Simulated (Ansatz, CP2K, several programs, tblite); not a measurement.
Energy against volume for AgCl in the zincblende structure, at fixed shape and fractional coordinates, computed by several methods (PBE and r2SCAN, where shown, with plane waves in Ansatz); the cell shown is that of r2SCAN. Space group F-43m (No. 216), cubic; a = 5.986 Å in the conventional setting, 26.82 Å³ an atom. Ag has 4 Cl at 2.59 Å; Cl has 4 Ag at 2.59 Å. Note: simulated data, non-magnetic, for a generated structure that need not be the stable one. Energies count from each curve's lowest point; fits are third-order Birch-Murnaghan.

```cif
data_structure
_symmetry_space_group_name_H-M 'F-43m'
_symmetry_Int_Tables_number 216
_cell_length_a 5.9865
_cell_length_b 5.9865
_cell_length_c 5.9865
_cell_angle_alpha 90.000
_cell_angle_beta 90.000
_cell_angle_gamma 90.000
_cell_volume 214.54
loop_
_atom_site_label
_atom_site_type_symbol
_atom_site_symmetry_multiplicity
_atom_site_Wyckoff_symbol
_atom_site_fract_x
_atom_site_fract_y
_atom_site_fract_z
_atom_site_occupancy
Ag1 Ag 4 a 0.00000 0.00000 0.00000 1
Cl1 Cl 4 d 0.25000 0.25000 0.75000 1
```

GFN2-xTB (tblite), on the shape of the cell shown, as a cluster of 64 atoms at the zone centre:
```tsv
V (Å³/atom)	E (meV/atom)
23.600	60.49
25.209	13.89
26.818	0.00
28.427	10.28
30.036	38.00
```
V₀ = 26.86 Å³ an atom and B₀ = 39 GPa.

r2SCAN, on the shape of its own relaxed cell:
```tsv
V (Å³/atom)	E (meV/atom)
25.209	12.20
26.014	2.91
26.818	0.00
27.623	2.43
28.427	9.29
```
V₀ = 26.83 Å³ an atom and B₀ = 35 GPa.

PBE, on the shape of its own relaxed cell:
```csv
V (Å³/atom),E (meV/atom)
26.133,10.68
26.967,2.52
27.801,0.00
28.635,2.17
29.469,8.25
```
V₀ = 27.81 Å³ an atom and B₀ = 30 GPa.

GFN1-xTB (tblite), on the shape of the cell shown, as a cluster of 64 atoms at the zone centre:

| V (Å³/atom) | E (meV/atom) |
| --- | --- |
| 23.600 | 104.27 |
| 25.209 | 32.46 |
| 26.818 | 1.56 |
| 28.427 | 0.00 |
| 30.036 | 19.57 |

V₀ = 27.70 Å³ an atom and B₀ = 42 GPa.

PBE/DZVP (CP2K), on the shape of the cell shown:
```tsv
V (Å³/atom)	E (meV/atom)
23.600	106.38
25.209	41.48
26.818	9.04
28.427	0.00
30.036	7.88
```
V₀ = 28.40 Å³ an atom and B₀ = 30 GPa.
